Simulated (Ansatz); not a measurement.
System: fluorite SrF2. Method: r²SCAN (plane waves, PAW; Ansatz, an electronic-structure program).

Numerical settings: plane-wave cutoff 560 eV, 10×10×10 k mesh, Fermi–Dirac smearing 0.01 eV, scalar-relativistic PAW data made under PBE.

A third-order Birch–Murnaghan fit to the energies gives V0 = 16.177 Å³/atom, B0 = 74.2 GPa, B′ = 4.6.

| V (Å³/atom) | P (GPa) |
|---|---|
| 15.206 | ___ |
| 15.529 | 3.33 |
| 15.853 | ___ |
| 16.177 | 0.00 |
| 16.500 | -1.41 |
| 16.824 | -2.66 |
| 17.147 | ___ |

Task: Estimate the withheld pressures from this fit; the answers are the runs' own values.

Result: 
- 15.206, P (GPa): 5.31
- 15.853, P (GPa): 1.57
- 17.147, P (GPa): -3.78

The formula P = (3/2) B0 (x^(7/3) − x^(5/3)) [1 + (3/4)(B′ − 4)(x^(2/3) − 1)] with x = V0/V meets the computed pressures within 0.02 GPa when these rounded values are put in.

Measured, for comparison: bulk modulus 69 GPa (temperature not stated, not corrected to a static lattice; as tabulated in On the Morphology of Group II Metal Fluoride Nanocrystals at Finite Temperature …). Computed less measured: bulk modulus +8 %.

Computed values are for the static lattice.

It cost very roughly 50 core-seconds of CPU time.
